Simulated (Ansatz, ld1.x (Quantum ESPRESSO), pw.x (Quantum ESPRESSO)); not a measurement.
**tantalum: one change to the TM potential, in the atom and in the fcc crystal**

tantalum (Ta), norm-conserving Troullier–Martins (Kleinman–Bylander form), made with ld1.x (Quantum ESPRESSO) 7.5 (PBE, scalar-relativistic). Core [Xe] 4f14, reference 5d3 6s2 6p0. Waves: 6s (bound): rc 2.30 bohr; 5d (bound): rc 2.20 bohr; 6p (bound, empty): rc 3.90 bohr. Local part: the p channel. Core correction: Bessel-smoothed model core inside 1.90 bohr.

Change: all radii but the core radius scaled by about 1.07 (s 2.46, p 4.18, d 2.36 bohr).

Cutoffs, loose and tight: the cutoffs (Ry, on a coarse ladder) from which the occupation-weighted sum of valence levels, in a spherical-Bessel basis at the reference potential, stays within 10 and 1 mRy of its value at 400 Ry. They do not see the model core or the augmentation charge, which bear on the density cutoff. Test errors are all-electron minus pseudo excitation energies from the reference, over the configurations 5d3 6s1 6p0; 5d3 6s0 6p0; 5d2 6s0 6p0; 5d4 6s0 6p0; 5d2 6s2 6p0; 5d3.5 6s1.5 6p0; 5d1 6s0 6p0; variants that change the core or the reference have their own tests.

Crystal test: fcc Ta in pw.x 7.5, no spin, 13³ k-points, Fermi–Dirac smearing 0.01 Ry, cutoffs set for each file from its atomic test. The reference is all-electron LAPW (Ansatz 0.2.0) with the same functional, mesh and smearing; V0 and B0 come from Birch–Murnaghan fits to the pressures at five volumes. Errors are pseudo minus all-electron; Δ is the rms difference of the E(V) curves that follow from these fits, minima aligned, over ±6 % about the mean V0. Mesh and smearing are coarse, so the numbers serve the comparison and aren't converged zero-temperature values; the lattice is a test structure that the element need not adopt.

All-electron: a0 = 4.224 Å (V0 = 18.84 Å³/atom), B0 = 188.4 GPa.

Q: Does the change bring the crystal closer to the all-electron result?

A: The mean pressure error goes from +19.66 to +18.30 GPa, a small move against the size of the error. Neither pressure curve crosses zero within the volumes sampled, so no fits are given.

```csv
quantity,base,changed
outcome (atom),generated,generated
"cutoff, loose (atom)",30 Ry,25 Ry
"cutoff, tight (atom)",35 Ry,30 Ry
bound ghosts (atom),none,none
largest test error (meV) (atom),-335 over the solved tests; 1 of 7 tests not solved or not reliable,-115 over the solved tests; 2 of 7 tests not solved or not reliable
cutoffs in pw.x (Ry),50/200,50/200
mean pressure error (GPa),+19.66,+18.30
```

Base: The largest radius (3.90 bohr) exceeds half the bond length (2.83 bohr), so the spheres overlap, which is one possible source of error among others. This is a poor potential for the solid. Atomic configuration tests: 1 of 7 tests not solved or not reliable. Changed file: The largest radius (4.18 bohr) exceeds half the bond length (2.83 bohr), so the spheres overlap, which is one possible source of error among others. This is a poor potential for the solid. Atomic configuration tests: 2 of 7 tests not solved or not reliable. The logarithmic derivative shows an extra or strongly shifted pseudo pole above the reference energy (s near 1.41 Ry). The atomic cutoffs weigh occupied waves only.
